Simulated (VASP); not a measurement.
# MgO (P-6m2) in VASP: notebook

Runs on MgO. Level: PBE. Tasks: single point.

All numbers are computed with VASP 6.6.1; they aren't measurements. Logs are shortened: lines on timing, memory, paths and dates and some standing lists are left out, and cuts for length are marked.

### Step 1. The crystal as given

The structure is hexagonal, space group P-6m2 (No. 187). Conventional cell: a = 2.938 Å, b = 2.938 Å, c = 2.680 Å, α = 90.00°, β = 90.00°, γ = 120.00°. Around Mg (site symmetry -6m2) lie 6 O at 2.16 Å. O (site symmetry -6m2) is surrounded by 6 Mg at 2.16 Å.

Measurements of this composition are mostly on another form, of space group No. 225.

### Step 2. Single point, PBE

The input, INCAR:

```
ADDGRID = False
ALGO = Normal
EDIFF = 1E-7
ENCUT = 800
GGA = PE
ISIF = 2
ISMEAR = 0
LASPH = True
LCHARG = False
LREAL = False
LWAVE = False
NELM = 100
PREC = Accurate
SIGMA = 0.05
```

The input, KPOINTS:

```
k-points
0
Gamma
  11 11 10
```

The input, POSCAR:

```
MgO
1.0
    2.9380209034      0.0000000000      0.0000000000
   -1.4690104517      2.5444007392      0.0000000000
    0.0000000000      0.0000000000      2.6796800000
Mg O
1 1
Direct
    0.0000000000      0.0000000000      0.0000000000
    0.3333333333      0.6666666667      0.5000000000
```

Potentials or basis: VASP PAW PBE potentials, release 64 (Mg, O_h).

Started as:

```console
> cat potpaw_PBE.64/Mg/POTCAR potpaw_PBE.64/O_h/POTCAR > POTCAR
> mpirun -np 1 vasp_std > vasp.out
```

OUTCAR:

```text
EDIFF = 1E-7
   ENCUT = 800
   GGA = PE
   ISIF = 2
   ISMEAR = 0
   LASPH = True
   LREAL = False
   NELM = 100
   PREC = Accurate

 Found     96 irreducible k-points:

 Following reciprocal coordinates:
            Coordinates               Weight
  0.000000  0.000000  0.000000      1.000000
  0.090909  0.000000  0.000000      6.000000
  0.181818  0.000000  0.000000      6.000000
  0.272727  0.000000  0.000000      6.000000
  0.363636  0.000000  0.000000      6.000000
  0.454545  0.000000  0.000000      6.000000
   k-points           NKPTS =     96   k-points in BZ     NKDIM =     96   number of bands    NBANDS=      8
   number of dos      NEDOS =    301   number of ions     NIONS =      2
   total plane-waves  NPLWV =  21952
   dimension x,y,z NGX =    28 NGY =   28 NGZ =   28
   dimension x,y,z NGXF=    56 NGYF=   56 NGZF=   56
   ions per type =               1   1
   NGX,Y,Z   is equivalent  to a cutoff of  15.84, 15.84, 17.37 a.u.
   NGXF,Y,Z  is equivalent  to a cutoff of  31.69, 31.69, 34.74 a.u.
 SYSTEM =  unknown system
   PREC   = accura    normal or accurate (medium, high low for compatibility)
   ISTART =      0    job   : 0-new  1-cont  2-samecut
   ICHARG =      2    charge: 1-file 2-atom 10-const
   ISPIN  =      1    spin polarized calculation?
   LNONCOLLINEAR =      F non collinear calculations
   LSORBIT =      F    spin-orbit coupling
   LASPH  =      T    aspherical Exc in radial PAW
   ENCUT  =  800.0 eV  58.80 Ry    7.67 a.u.   6.78  6.78  6.18*2*pi/ulx,y,z
   NELM   =    100;   NELMIN=  2; NELMDL= -5     # of ELM steps
   EDIFF  = 0.1E-06   stopping-criterion for ELM
   LREAL  =      F    real-space projection
   EDIFFG = 0.1E-05   stopping-criterion for IOM
   NSW    =      0    number of steps for IOM
   IBRION =     -1    ionic relax: 0-MD 1-quasi-New 2-CG
   NFREE  =      0    steps in history (QN), initial steepest desc. (CG)
   ISIF   =      2    stress and relaxation
   ISYM   =      2    0-nonsym 1-usesym 2-fastsym
   POTIM  = 0.5000    time-step for ionic-motion
   TEBEG  =    0.0;   TEEND  =   0.0 temperature during run
   PSTRESS=    0.0 pullay stress
   NELECT =       8.0000    total number of electrons
   NUPDOWN=      -1.0000    fix difference up-down
   EMIN   =  10.00;   EMAX   =-10.00  energy-range for DOS
   EFERMI =   0.00;   METHOD = LEGACY
   ISMEAR =     0;   SIGMA  =   0.05  broadening in eV -4-tet -1-fermi 0-gaus
   EFERMI_NEDOS =   21; number of points for ismear=-14 and -15
   IALGO  =     38    algorithm
   IMIX   =      4    mixing-type and parameters
     AMIX     =   0.40;   BMIX     =  1.00
     AMIX_MAG =   1.60;   BMIX_MAG =  1.00
  volume/ion in A,a.u.               =      10.02        67.59
  Fermi-wavevector in a.u.,A,eV,Ry     =   1.205583  2.278221 19.775115  1.453430
  Thomas-Fermi vector in A             =   2.341275
   LORBIT       =      0    0 simple, 1 ext, 2 COOP (PROOUT), +10 PAW based schemes
   GGA     = PE    functional components
   LHFCALC =     F    Hartree Fock is set to
   AEXX    =    0.0000 exact exchange contribution
   IVDW    =     0    specifies the selected vdW correction
   LEPSILON=     F    determine dielectric tensor
   LRPA    =     F    only Hartree local field effects (RPA)
 non-spin polarized calculation
 Gauss-broadening in eV      SIGMA  =   0.05
  energy-cutoff  :      800.00
  volume of cell :       20.03
 maximum number of plane-waves:      1056
 NGX is ok and might be reduce to    28
   NGX = 13   NGY = 13   NGZ = 13

 number of electron       7.9999998 magnetization

 Free energy of the ion-electron system (eV)
  ---------------------------------------------------
  ext. energy  EPLUGINS =         0.00000000
  ---------------------------------------------------
  free energy    TOTEN  =       -11.23543422 eV

  energy without entropy =      -11.23543422  energy(sigma->0) =      -11.23543422

 E-fermi :   3.9806     XC(G=0): -10.7380

 val. band max:        3.6834672346   @ k =   0.3636   0.2727   0.0000
 cond. band min:       6.6833520173   @ k =   0.0000   0.0000   0.0000
 fundamental gap:      2.9998847827
 Fermi energy:         3.9806056723

 k-point     1 :       0.0000    0.0000    0.0000
  band No.  band energies     occupation
      1     -13.7507      2.00000
      2       3.0856      2.00000
      3       3.0856      2.00000
      4       3.2885      2.00000
      5       6.6834      0.00000
      6      15.5580      0.00000
      7      19.2536      0.00000
      8      19.2536      0.00000

 k-point     2 :       0.0909    0.0000    0.0000
  band No.  band energies     occupation
      1     -13.6787      2.00000
      2       2.5207      2.00000
      3       3.0219      2.00000
      4       3.3138      2.00000
      5       7.2203      0.00000
      6      15.5743      0.00000
      7      18.4027      0.00000
      8      19.4672      0.00000

 k-point     3 :       0.1818    0.0000    0.0000
  band No.  band energies     occupation
      1     -13.4782      2.00000
      2       1.3995      2.00000
      3       2.8607      2.00000
      4       3.3854      2.00000
      5       8.2693      0.00000
      6      15.2531      0.00000
      7      17.5794      0.00000
      8      20.0197      0.00000

 k-point     4 :       0.2727    0.0000    0.0000
  band No.  band energies     occupation
      1     -13.1982      2.00000
      2       0.2675      2.00000
      3       2.6601      2.00000
      4       3.4821      2.00000
      5       9.2838      0.00000
      6      14.5056      0.00000
      7      17.4859      0.00000
      8      20.6779      0.00000

 k-point     5 :       0.3636    0.0000    0.0000
  band No.  band energies     occupation
      1     -12.9201      2.00000
      2      -0.6280      2.00000
      3       2.4854      2.00000
      4       3.5749      2.00000
      5       9.9808      0.00000
      6      14.1037      0.00000
      7      17.2637      0.00000
      8      21.1926      0.00000

 k-point     6 :       0.4545    0.0000    0.0000
  band No.  band energies     occupation
      1     -12.7436      2.00000
      2      -1.1259      2.00000
      3       2.3843      2.00000
      4       3.6307      2.00000
      5      10.2559      0.00000
      6      14.1770      0.00000
      7      16.8556      0.00000
      8      21.4502      0.00000

 [... further k-points ...]

------------------------ aborting loop because EDIFF is reached ----------------------------------------

  FORCE on cell =-STRESS in cart. coord.  units (eV):
  Direction    XX          YY          ZZ          XY          YZ          ZX
  --------------------------------------------------------------------------------------
  -------------------------------------------------------------------------------------
  Total       -0.4376229     -0.4376229     -0.4504303      0.0000000     -0.0000000      0.0000000
  in kB      -35.0015541    -35.0015541    -36.0258995      0.0000000     -0.0000000      0.0000000
  external PRESSURE =     -35.3430026 kB  Pullay stress =       0.0000000 kB

 VOLUME and BASIS-vectors are now :
 -----------------------------------------------------------------------------
  energy-cutoff  :      800.00
  volume of cell :       20.03
      direct lattice vectors                 reciprocal lattice vectors
     2.938020903  0.000000000  0.000000000     0.340365175  0.196509926  0.000000000
    -1.469010452  2.544400739  0.000000000     0.000000000  0.393019851  0.000000000
     0.000000000  0.000000000  2.679680000     0.000000000  0.000000000  0.373178887

 POSITION                                       TOTAL-FORCE (eV/Angst)
 -----------------------------------------------------------------------------------
      0.00000      0.00000      0.00000         0.000000      0.000000      0.000000
     -0.00000      1.69627      1.33984        -0.000000      0.000000      0.000000
 -----------------------------------------------------------------------------------
    total drift:                               -0.000001      0.000000     -0.000000

  FREE ENERGIE OF THE ION-ELECTRON SYSTEM (eV)
  ---------------------------------------------------
  free  energy   TOTEN  =       -11.2354342178 eV

  energy  without entropy=      -11.2354342178  energy(sigma->0) =      -11.23543422
```

Wall time 24 s (1 thread of AMD EPYC 7R13 (Zen 3), shared host); peak memory 0.15 GiB.

These settings aren't checked as converged: the numbers below hold their error.

Results:

```yaml
Free_energy: -11.2354 eV
Band_gap_on_the_k_mesh: 3.00 eV, indirect (least direct gap 3.39 eV)
```

Caveat: the cutoff is under 1.25 times the usual one of these potentials, so pressure, stress and relaxed cells hold a basis-set (Pulay) error; an odd mesh through Γ misses points on the zone boundary, where band edges often lie.

### Step 3. Single point, PBE

INCAR is that of step 2.

KPOINTS is that of step 2.

The input, POSCAR:

```
MgO
1.0
    2.9380209034      0.0000000000      0.0000000000
   -1.4690104517      2.5444007392      0.0000000000
    0.0000000000      0.0000000000      2.6796800000
Mg O
1 1
Direct
   -0.0050010000     -0.0013850000      0.0023980000
    0.2972290000      0.6917140000      0.5132270000
```

Potentials or basis: VASP PAW PBE potentials, release 64 (Mg, O_h).

Started as:

```console
> cat potpaw_PBE.64/Mg/POTCAR potpaw_PBE.64/O_h/POTCAR > POTCAR
> mpirun -np 1 vasp_std > vasp.out
```

It took 2.4 min on 1 thread of AMD EPYC 7R13 (Zen 3), shared host; peak memory 0.32 GiB.

These settings aren't checked as converged: the numbers below hold their error.

What came out:

* Free energy: -11.1896 eV
* Largest force: 0.672 eV/Å
* Band gap on the k mesh: 2.92 eV, indirect (least direct gap 3.40 eV)

Caveat: the cutoff is under 1.25 times the usual one of these potentials, so pressure, stress and relaxed cells hold a basis-set (Pulay) error; an odd mesh through Γ misses points on the zone boundary, where band edges often lie.

### Step 4. Single point, PBE

INCAR: that of step 3 with these lines changed.

```diff
@@ -6,3 +6,3 @@
 ISIF = 2
-ISMEAR = 0
+ISMEAR = -5
 LASPH = True
```

KPOINTS is that of step 3.

The input, POSCAR:

```
MgO
1.0
    2.9380209034      0.0000000000      0.0000000000
   -1.4690104517      2.5444007392      0.0000000000
    0.0000000000      0.0000000000      2.6796800000
Mg O
1 1
Direct
    0.0000000000      0.0000000000      0.0000000000
    0.3333333333      0.6666666667      0.5000000000
```

Potentials or basis: VASP PAW PBE potentials, release 64 (Mg, O_h).

Started as:

```console
> cat potpaw_PBE.64/Mg/POTCAR potpaw_PBE.64/O_h/POTCAR > POTCAR
> mpirun -np 1 vasp_std > vasp.out
```

OUTCAR:

```text
EDIFF = 1E-7
   ENCUT = 800
   GGA = PE
   ISIF = 2
   ISMEAR = -5
   LASPH = True
   LREAL = False
   NELM = 100
   PREC = Accurate

 Found     96 irreducible k-points:

 Following reciprocal coordinates:
            Coordinates               Weight
  0.000000  0.000000  0.000000      1.000000
  0.090909  0.000000  0.000000      6.000000
  0.181818  0.000000  0.000000      6.000000
  0.272727  0.000000  0.000000      6.000000
  0.363636  0.000000  0.000000      6.000000
[... 144 lines left out ...]
------------------------ aborting loop because EDIFF is reached ----------------------------------------

  FORCE on cell =-STRESS in cart. coord.  units (eV):
  Direction    XX          YY          ZZ          XY          YZ          ZX
  --------------------------------------------------------------------------------------
  -------------------------------------------------------------------------------------
  Total       -0.4376229     -0.4376229     -0.4504303      0.0000000     -0.0000000      0.0000000
  in kB      -35.0015541    -35.0015541    -36.0258996      0.0000000     -0.0000000      0.0000000
  external PRESSURE =     -35.3430026 kB  Pullay stress =       0.0000000 kB

 VOLUME and BASIS-vectors are now :
 -----------------------------------------------------------------------------
  energy-cutoff  :      800.00
  volume of cell :       20.03
      direct lattice vectors                 reciprocal lattice vectors
     2.938020903  0.000000000  0.000000000     0.340365175  0.196509926  0.000000000
    -1.469010452  2.544400739  0.000000000     0.000000000  0.393019851  0.000000000
     0.000000000  0.000000000  2.679680000     0.000000000  0.000000000  0.373178887

 POSITION                                       TOTAL-FORCE (eV/Angst)
 -----------------------------------------------------------------------------------
      0.00000      0.00000      0.00000         0.000000      0.000000      0.000000
     -0.00000      1.69627      1.33984        -0.000000      0.000000      0.000000
 -----------------------------------------------------------------------------------
    total drift:                               -0.000001      0.000000     -0.000000

  FREE ENERGIE OF THE ION-ELECTRON SYSTEM (eV)
  ---------------------------------------------------
  free  energy   TOTEN  =       -11.2354342178 eV

  energy  without entropy=      -11.2354342178  energy(sigma->0) =      -11.23543422
```

Run time: 26 s. Hardware: 1 thread of AMD EPYC 7R13 (Zen 3), shared host; peak memory 0.16 GiB.

These settings aren't checked as converged: the numbers below hold their error.

What came out:

* Free energy: -11.2354 eV
* Band gap on the k mesh: 3.00 eV, indirect (least direct gap 3.39 eV)

Caveat: the cutoff is under 1.25 times the usual one of these potentials, so pressure, stress and relaxed cells hold a basis-set (Pulay) error; an odd mesh through Γ misses points on the zone boundary, where band edges often lie.

(Continued in part 2 of 2.)
